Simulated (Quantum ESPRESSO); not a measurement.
PbS under changes of volume

One of the cells (24.387 Å³/atom); the others are scaled copies at fixed shape and fractional positions:

```
CELL_PARAMETERS angstrom
3.65366 0.00000 0.00000
0.00000 3.65366 0.00000
0.00000 0.00000 3.65366
ATOMIC_POSITIONS crystal
Pb 0.00000 0.00000 0.00000
S 0.50000 0.50000 0.50000
```

Measurements of this composition are mostly on another form, of space group No. 225.

| Quantity | Value |
| --- | --- |
| Program | Quantum ESPRESSO 7.5 |
| Functional | PBE |
| Potentials or basis | SSSP 1.3 efficiency PBE |
| Cutoff | 748 eV |
| Density cutoff | 5987 eV |
| k mesh | 7 × 7 × 7 |
| Occupations | fermi-dirac, width 0.05 eV |
| Spin | no spin polarisation |

```tsv
volume (Å³/atom)	energy over the lowest point (meV/atom)	pressure (GPa)
22.924	?	?
23.411	7.65	2.2
23.899	2.17	1.1
24.387	0.00	0.0
24.874	1.03	-1.1
25.362	5.06	-2.0
25.850	11.91	-2.9
```

**Question.** What does the run at 22.924 Å³/atom give?

**Answer.** Energy over the lowest point 16.69 meV/atom; pressure 3.5 GPa.

Worked out: A Birch-Murnaghan fit of order 3 (a polynomial in V^(-2/3)) to the other rows has its minimum at 24.47 Å³/atom with B0 = V·E''(V) = 52 GPa (rough, since the energies scatter). It gives 16.65 meV/atom at 22.924 Å³/atom, against the run's 16.69, and -dE/dV = 3.6 GPa, against 3.5.

Energies are extrapolated to zero smearing.
